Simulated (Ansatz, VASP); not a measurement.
# Ti: VASP beside Ansatz

```xyz
1
Lattice="2.5958 0.0000 0.0000 0.0000 2.5958 0.0000 0.0000 0.0000 2.5958" Properties=species:S:1:pos:R:3 pbc="T T T"
Ti    0.0000    0.0000    0.0000
```

Change from the starting cell: volume scaled by 1, crystal datasets.

Alike in both runs: task single point; functional PBEsol; k mesh 14 × 14 × 14; occupations fermi-dirac, width 0.08 eV; no spin polarisation.

|  | VASP | Ansatz |
| --- | --- | --- |
| version | VASP 6.6.1 | Ansatz 0.2.0 |
| potentials or method | VASP PAW PBE potentials, release 64 (Ti_sv), cutoff 520 eV | all-electron PAW with datasets made for the crystal, scalar-relativistic |

|  | VASP | Ansatz | Ansatz less VASP |
| --- | --- | --- | --- |
| pressure (GPa) | -0.1 | 0.0 | +0.09 |

Ansatz ran all-electron here, so the differences hold the error of VASP's frozen core and of both bases.

Caveats: the PAW data sets were made with another functional, which shifts forces and pressure a little (VASP).
